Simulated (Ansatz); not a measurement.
Crystal: InAs.

```
In As
1.0
     0.00000    3.01800    3.01800
     3.01800    0.00000    3.01800
     3.01800    3.01800    0.00000
In As
1 1
Direct
  0.00000 0.00000 0.00000
  0.75000 0.75000 0.75000
```

Program: Ansatz 0.2.0. Alike in all runs: potentials or basis Ansatz PAW; cell as given. Hardware: 2 threads of Intel(R) Xeon(R) Processor @ 2.70GHz, with other jobs on the host.

Question: Order these runs on this cell by their wall time, lowest first.
A. task single point; level PBE; spin off; k mesh 8 × 8 × 8; cutoff (eV) 420; smearing gaussian 0.028 eV; mesh quality not flagged
B. task band structure; level r2SCANh; spin off; k mesh 4 × 4 × 4; cutoff (eV) 500; smearing fermi-dirac 0.05 eV; points for each segment of the path 4; mesh quality coarse
C. task band structure; level LDA; spin SOC, no magnetisation; k mesh 6 × 6 × 6; cutoff (eV) 420; smearing fermi-dirac 0.05 eV; points for each segment of the path 14; mesh quality not flagged
D. task band structure; level RPBE; spin off; k mesh 8 × 8 × 8; cutoff (eV) 420; smearing fermi-dirac 0.05 eV; points for each segment of the path 14; mesh quality not flagged

Answer: A (1.7 s), D (5.9 s), C (21 s), B (130 s).

Caveats: some runs use coarse meshes.
